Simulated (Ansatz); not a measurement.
# GaAs (F-43m) in Ansatz: notebook

Aim: see how the results for GaAs move with the level of theory and the settings. Levels: RPBE, PBEsol+D3(BJ), PBEsol+D4, RPBE+D3(BJ), PBE. Tasks: relaxation of cell and atoms, single point.

Program: Ansatz 0.2.0. These are calculated values, not measurements. Logs are shortened: lines on timing, memory, paths and dates and some standing lists are left out, and cuts for length are marked.

**The experiment to reproduce.**

From “Evidence of valence band perturbations in GaAsN/GaAs(001): A combined variable-angle spectroscopic ellipsometry and modulated photoreflectance investigation”, 2008, arxiv:0805.2212, for a bulk crystal of GaAs at 300 K: band gap 1.418 ± 0.005 eV (direct).

The runs below are set against these values where they give the same quantity.

### 1 The crystal as given

Symmetry: F-43m, No. 216, cubic system. The conventional cell has a = 5.654 Å, b = 5.654 Å, c = 5.654 Å, α = 90.00°, β = 90.00°, γ = 90.00°. Around As (site symmetry -43m) lie 4 Ga at 2.45 Å. Around Ga (site symmetry -43m) lie 4 As at 2.45 Å.

### 2 Relaxation of cell and atoms, RPBE

The input, input.yaml:

```yaml
crystal:
  lattice:
    - [0.0, 2.82685, 2.82685]
    - [2.82685, 0.0, 2.82685]
    - [2.82685, 2.82685, 0.0]
  atoms:
    - { symbol: As, position: [0.75, 0.75, 0.75] }
    - { symbol: Ga, position: [0.0, 0.0, 0.0] }
hamiltonian:
  xc: rpbe
  pseudopotentials: { kind: paw }
kpoints:
  mp_grid: { grid: [8, 8, 8] }
scf:
  occupations: { method: fermi_dirac, width: 0.05 }
output:
  forces: true
  stress: true
relax:
  f_tol: 0.01
  max_steps: 40
  cell: { stress_tol: 0.05 }
```

Potentials or basis: Ansatz PAW.

Command:

```bash
$ ansatz run input.yaml --threads 2 --pin off --max-ram 5632MiB --backend cpu --events-out ev --progress --plain --runs-dir out
```

Standard output:

```text
Warning: RAYON_NUM_THREADS=2 ignored (pool sized by the plan → 2); use --threads N
Engine: ansatz 0.2.0, x86_64-unknown-linux-gnu
Pseudopotentials: kind: paw
Pseudopotential: As, paw, valence charge 15, recommended cutoff 420 eV (normal), As.paw.azcp
Pseudopotential: Ga, paw, valence charge 13, recommended cutoff 420 eV (normal), Ga.paw.azcp
Functional definition: RPBE
  parameter kappa = 0.804
  parameter beta = 0.06672455060314922
  exchange = rpbe_x(kappa = kappa, mu = beta*pi^2/3)
  correlation = pbe_c(beta = beta)
Crystal: 2 atoms, lattice volume = 45.179 Å³
Basis set: ecut = 420 eV, 893 PW (Γ), exchange–correlation on 54×54×54 points (8 copies of the dense FFT grid, shifted against one another)
Bands: 18, of which v1, the nominal top of the filled ones, is band 14 counted from 1 (13 counted from 0)
Symmetry: 24 space group operations
Space group: F-43m (ITA 216), of the structure as read, at distance tolerance 3.6e-5 Å
k-points: 29 of 512 (time reversal used)
Non-local potential: As, projectors of the file, l = 0: 2, l = 1: 2, l = 2: 3, l = 3: 1
Non-local potential: Ga, projectors of the file, l = 0: 2, l = 1: 2, l = 2: 3, l = 3: 1
PAW form: soft (Blöchl's): semilocal exchange-correlation on the pseudo side does not see the compensation charge
PAW frozen core: As, regenerated for the run's functional, and the local potential with it (the file was generated under x = pbe(κ = 0.804, μ = 0.2195149727645171), c = pbe(β = 0.06672455060314922))
PAW frozen core: Ga, regenerated for the run's functional, and the local potential with it (the file was generated under x = pbe(κ = 0.804, μ = 0.2195149727645171), c = pbe(β = 0.06672455060314922))
PAW one-centre angular grid: As, 590 points (default); XC on 64 Gauss nodes
PAW one-centre angular grid: Ga, 590 points (default); XC on 64 Gauss nodes
Initial density: superposition of atomic densities (neutral atoms: chi_scale 0, normalization atom), corrected by the library's trained network
Initial wavefunctions: pseudopotential atomic-orbital guess
Functional: x = rpbe, c = pbe(β = 0.06672455060314922)
SCF iter   1: F=—  HF=-8651.269186 eV  |F-HF|=—  |Δ(HF+E_count)|=         —  Δρ=2.89e-3  dr2=1.98e-3  ethr=1.77e-3  ⟨swp⟩=6.0  Hψ=2534  notcnv=0
preconditioner: auto → none  [insulator: Δε(μ)=0.631 eV  Ē_g=15.552 eV  σ=0.050 eV  W_gap=1.00  n_scr=14 (ndim 8)  ℏωp=23.4 eV  f_vac=0.086  D(μ)=0.00/eV (n_scr^D=0)  ε∞_Penn≈3.3]
SCF iter   2: F=—  HF=-8651.268027 eV  |F-HF|=—  |Δ(HF+E_count)|=   1.16e-3  Δρ=9.68e-4  dr2=4.86e-4  ethr=7.08e-6  ⟨swp⟩=2.0  Hψ=1210  notcnv=0
SCF iter   3: F=—  HF=-8651.267775 eV  |F-HF|=—  |Δ(HF+E_count)|=   2.51e-4  Δρ=4.75e-4  dr2=6.77e-5  ethr=1.73e-6  ⟨swp⟩=2.0  Hψ=783  notcnv=0
SCF iter   4: F=—  HF=-8651.267778 eV  |F-HF|=—  |Δ(HF+E_count)|=   2.76e-6  Δρ=1.25e-4  dr2=2.85e-6  ethr=2.42e-7  ⟨swp⟩=2.0  Hψ=638  notcnv=0
SCF iter   5: F=—  HF=-8651.267779 eV  |F-HF|=—  |Δ(HF+E_count)|=   4.49e-7  Δρ=4.44e-5  dr2=4.93e-7  ethr=1.02e-8  ⟨swp⟩=2.0  Hψ=928  notcnv=0
SCF iter   6: F=-8651.267779 eV  HF=-8651.267779 eV  |F-HF|=2.81e-8  |Δ(HF+E_count)|=   4.32e-7  Δρ=7.41e-6  dr2=1.86e-8  ethr=3.57e-10  ⟨swp⟩=4.2  Hψ=1856  notcnv=0
SCF 1 converged in 6 iterations: F = -8651.267779 eV  dr2 = 1.86e-8
[... 38 lines left out ...]
preconditioner: auto → none  [insulator: Δε(μ)=0.828 eV  Ē_g=15.163 eV  σ=0.050 eV  W_gap=0.57  n_scr=14 (ndim 8)  ℏωp=22.5 eV  f_vac=0.110  D(μ)=0.06/eV (n_scr^D=0)  ε∞_Penn≈3.2]
SCF iter   2: F=—  HF=-8651.321216 eV  |F-HF|=—  |Δ(HF+E_count)|=   7.45e-3  Δρ=3.62e-4  dr2=2.59e-6  ethr=4.65e-8  ⟨swp⟩=2.9  Hψ=829  notcnv=0
SCF iter   3: F=—  HF=-8651.323262 eV  |F-HF|=—  |Δ(HF+E_count)|=   2.05e-3  Δρ=1.69e-4  dr2=9.60e-7  ethr=9.25e-9  ⟨swp⟩=3.0  Hψ=939  notcnv=0
SCF iter   4: F=—  HF=-8651.323805 eV  |F-HF|=—  |Δ(HF+E_count)|=   5.43e-4  Δρ=2.96e-5  dr2=3.40e-7  ethr=3.43e-9  ⟨swp⟩=2.9  Hψ=1058  notcnv=0
SCF iter   5: F=—  HF=-8651.323813 eV  |F-HF|=—  |Δ(HF+E_count)|=   8.11e-6  Δρ=4.14e-6  dr2=5.32e-9  ethr=1.21e-9  ⟨swp⟩=2.0  Hψ=929  notcnv=0
SCF iter   6: F=—  HF=-8651.323813 eV  |F-HF|=—  |Δ(HF+E_count)|=   2.34e-8  Δρ=2.58e-6  dr2=1.10e-9  ethr=1.90e-11  ⟨swp⟩=3.0  Hψ=962  notcnv=0
SCF iter   7: F=—  HF=-8651.323813 eV  |F-HF|=—  |Δ(HF+E_count)|=   8.13e-8  Δρ=4.74e-7  dr2=1.32e-10  ethr=3.92e-12  ⟨swp⟩=2.5  Hψ=919  notcnv=0
SCF iter   8: F=—  HF=-8651.323813 eV  |F-HF|=—  |Δ(HF+E_count)|=   1.84e-9  Δρ=1.77e-7  dr2=3.36e-11  ethr=1.00e-12  ⟨swp⟩=5.9  Hψ=2266  notcnv=0
SCF iter   9: F=-8651.323813 eV  HF=-8651.323813 eV  |F-HF|=3.64e-12  |Δ(HF+E_count)|=  1.18e-10  Δρ=4.56e-8  dr2=2.23e-12  ethr=1.00e-12  ⟨swp⟩=5.7  Hψ=1997  notcnv=0
SCF 5 converged in 9 iterations: F = -8651.323813 eV  dr2 = 2.23e-12
relax step   5: F+E_penalty+E_count = -8651.32381317 eV  Δ(F+E_penalty+E_count) = -8.145e-4 eV  max|allowed force component| = 3.412e-17 eV/Å  Δτ_max = 0.0000 Å  P = +0.007 GPa  Ω = 48.894 Å³  stress off target by 6.51e-3 GPa  SCF on the basis re-selected at this cell (its energy is not comparable with the rows above)  (9 SCF iters)
basis re-selected at this cell: Δ(F+E_penalty+E_count) = -8.145e-4 eV, ΔP = +0.002 GPa vs the last step (what re-selecting the basis moved, of the pressure what is left beyond the Pulay correction that the steps carried, after the strain that the cell walked since its last selection, with what the two solves' SCF thresholds leave and, on support functions, any second-order correction that the steps lacked; it is no measure of the basis error at this ecutwfc). The dense FFT grid was sized anew with the basis: this SCF ran on 30×30×30 points, the steps before it on 27×27×27, so part of this shift can come from that change (see relax.cell in the input reference). This SCF's stress stands 6.51e-3 GPa from its target on what of the cell is left free (relax.cell.stress_tol is 5.00e-2 GPa) and its largest allowed force component is 3.41e-17 eV/Å (relax.f_tol is 1.00e-2 eV/Å): within both
SCF converged after 9 iterations
Free energy (F): -8651.323813 eV
Harris-Foulkes:  -8651.323813 eV  (|F-HF|=3.64e-12)
Internal energy: -8651.323320 eV  (E = F + TS)
E sigma→0 (E₀):  -8651.323567 eV
Entropy (-TS):   -0.000493 eV (-0.246 meV/atom)
Fermi energy:    7.341600 eV
--- Per-component energies (eV) ---
  E_band       = -333.037775
  E_kinetic    = 217.195216
  E_local      = -4028.394770  (includes V_loc(G=0)·N_el)
  E_nonlocal   = -247.327220
  E_hartree    = 2019.183007
  E_xc         = -147.524038
  E_vxc        = -135.727818  (∫ρ·V_xc dr)
  E_paw        = -3835.528713  (= ΣΔE_a)
  E_vpaw       = -177.149160  (= ΣTr[D̂ρ^β])
  E_aug_tail   = -0.000112  (compensation charges beyond the density's cutoff)
  E_ewald      = -2628.568466
  E_core_change = -0.358225  (= ΣΔE_core)
  E_smearing   = -0.000493  (= −TS)
  E_closure    = -0.000000  (closes the sum)
  Σ components = -8651.323813   (vs F -8651.323813, Δ=0.00e0)
--- Forces (eV/Å), atoms counted from 1 ---
  atom   1  As     0.00000000     0.00000000    -0.00000000
  atom   2  Ga    -0.00000000    -0.00000000     0.00000000
  max |Σ_I F_I| component: 6.13e-17 eV/Å
--- Stress (GPa, compression-positive) ---
        0.006508      -0.000000      -0.000000
       -0.000000       0.006508       0.000000
       -0.000000       0.000000       0.006508
  P = ⅓ Tr σ = 0.0065 GPa (0.065 kbar)
--- Relaxed structure (4 steps of the walk, 4 accepted, 1 SCFs on fresh bases) ---
  F+E_penalty+E_count = -8651.32381317 eV   max|allowed force component| = 3.412e-17 eV/Å   (the final SCF, on the basis selected at the relaxed cell)
  cell:  # Å, volume = 48.8942 Å³
    - [-1.059468295263139e-33, 2.902301667944825, 2.902301667944825]
    - [2.902301667944825, 6.215264629717668e-33, 2.902301667944825]
    - [2.902301667944825, 2.902301667944825, 2.6612426469729538e-33]
  atoms:
    - { symbol: As, position: [0.7500000000000001, 0.7500000000000001, 0.7500000000000001] }
    - { symbol: Ga, position: [1.084400833017794e-33, -1.3682753966350174e-33, -9.935609726602826e-34] }
```

It took 21 s on 2 threads of Intel Xeon at 2.50GHz (Skylake/Cascade Lake), shared host; peak memory 0.38 GiB.

What came out:

* Free energy: -8651.3238 eV
* Relaxed volume: 24.45 Å³/atom
* Relaxed cell: a = 4.104 Å, b = 4.104 Å, c = 4.104 Å, α = 60.00°, β = 60.00°, γ = 60.00°
* Space group after relaxing (to 0.05 Å): F-43m (No. 216)
* Energy gained by relaxing: 28.0 meV/atom
* Ionic steps: 5
* Pressure after relaxing: 0.0 GPa

Step by step:
| step | energy change (eV) | largest force (eV/Å) | volume (Å³) |
| --- | --- | --- | --- |
| 1 | 0.0000 | 0.0000 | 45.18 |
| 2 | -0.0526 | 0.0000 | 48.01 |
| 3 | -0.0552 | 0.0000 | 48.76 |
| 4 | -0.0552 | 0.0000 | 48.89 |
| 5 | -0.0560 | 0.0000 | 48.89 |

Final structure:
```
As Ga
1.0
     0.00000    2.90230    2.90230
     2.90230    0.00000    2.90230
     2.90230    2.90230    0.00000
As Ga
1 1
Direct
  0.75000 0.75000 0.75000
  0.00000 0.00000 0.00000
```

Caveat: the plane-wave basis is chosen anew once the cell has moved, so the energies of steps on either side of that aren't comparable; the PAW data sets come from PBE, with cores solved anew for the run's functional, which leaves a small shift of forces and pressure. RPBE and its kin give volumes clearly too large for solids.

### 3 Relaxation of cell and atoms, PBEsol+D3(BJ)

Changes to input.yaml since step 2:

```diff
@@ -9,4 +9,5 @@
 hamiltonian:
-  xc: rpbe
+  xc: pbesol
   pseudopotentials: { kind: paw }
+  dispersion: d3bj
 kpoints:
```

Potentials or basis: Ansatz PAW.

Command:

```bash
$ ansatz run input.yaml --threads 2 --pin off --max-ram 5632MiB --backend cpu --events-out ev --progress --plain --runs-dir out
```

Wall time 16 s (2 threads of Intel Xeon at 2.50GHz (Skylake/Cascade Lake), shared host); peak memory 0.37 GiB.

The run converged. Its results:

```
Free energy                            : -8557.4609 eV
Relaxed volume                         : 21.98 Å³/atom
Relaxed cell                           : a = 3.962 Å, b = 3.962 Å, c = 3.962 Å, α = 60.00°, β = 60.00°, γ = 60.00°
Space group after relaxing (to 0.05 Å) : F-43m (No. 216)
Energy gained by relaxing              : 3.7 meV/atom
Ionic steps                            : 4
Pressure after relaxing                : 0.0 GPa
Band gap on the k mesh                 : 0.65 eV
```

The path:
```
step  energy change (eV)  largest force (eV/Å)  volume (Å³)
   1              0.0000                0.0000        45.18
   2             -0.0073                0.0000        44.17
   3             -0.0076                0.0000        43.96
   4             -0.0074                0.0000        43.96
```

Final structure:
```
CELL_PARAMETERS angstrom
0.00000 2.80124 2.80124
2.80124 0.00000 2.80124
2.80124 2.80124 0.00000
ATOMIC_POSITIONS crystal
As 0.75000 0.75000 0.75000
Ga 0.00000 0.00000 0.00000
```

Caveat: the plane-wave basis is chosen anew once the cell has moved, so the energies of steps on either side of that aren't comparable; the PAW data sets come from PBE, with cores solved anew for the run's functional, which leaves a small shift of forces and pressure. A k mesh can miss the band edges.

### 4 Relaxation of cell and atoms, PBEsol+D4

Changes to input.yaml since step 3:

```diff
@@ -11,3 +11,3 @@
   pseudopotentials: { kind: paw }
-  dispersion: d3bj
+  dispersion: d4
 kpoints:
```

Command:

```bash
$ ansatz run input.yaml --threads 2 --pin off --max-ram 5632MiB --backend cpu --events-out ev --progress --plain --runs-dir out
```

Run time: 17 s. Hardware: 2 threads of Intel Xeon at 2.50GHz (Skylake/Cascade Lake), shared host; peak memory 0.37 GiB.

Results (log left out):

```
Free energy                            : -8557.3397 eV
Relaxed volume                         : 22.14 Å³/atom
Relaxed cell                           : a = 3.971 Å, b = 3.971 Å, c = 3.971 Å, α = 60.00°, β = 60.00°, γ = 60.00°
Space group after relaxing (to 0.05 Å) : F-43m (No. 216)
Energy gained by relaxing              : 2.0 meV/atom
Ionic steps                            : 4
Pressure after relaxing                : 0.0 GPa
Band gap on the k mesh                 : 0.59 eV
```

Step by step:
```tsv
step	energy change (eV)	largest force (eV/Å)	volume (Å³)
1	0.0000	0.0000	45.18
2	-0.0040	0.0000	44.44
3	-0.0041	0.0000	44.29
4	-0.0039	0.0000	44.29
```

Final structure:
```yaml
crystal:
  lattice:
    - [0.00000, 2.80811, 2.80811]
    - [2.80811, 0.00000, 2.80811]
    - [2.80811, 2.80811, 0.00000]
  atoms:
    - { symbol: As, position: [0.75000, 0.75000, 0.75000] }
    - { symbol: Ga, position: [0.00000, 0.00000, 0.00000] }
```

Caveat: the plane-wave basis is chosen anew once the cell has moved, so the energies of steps on either side of that aren't comparable; the PAW data sets come from PBE, with cores solved anew for the run's functional, which leaves a small shift of forces and pressure. A k mesh can miss the band edges.

[end of part 1 of 2]
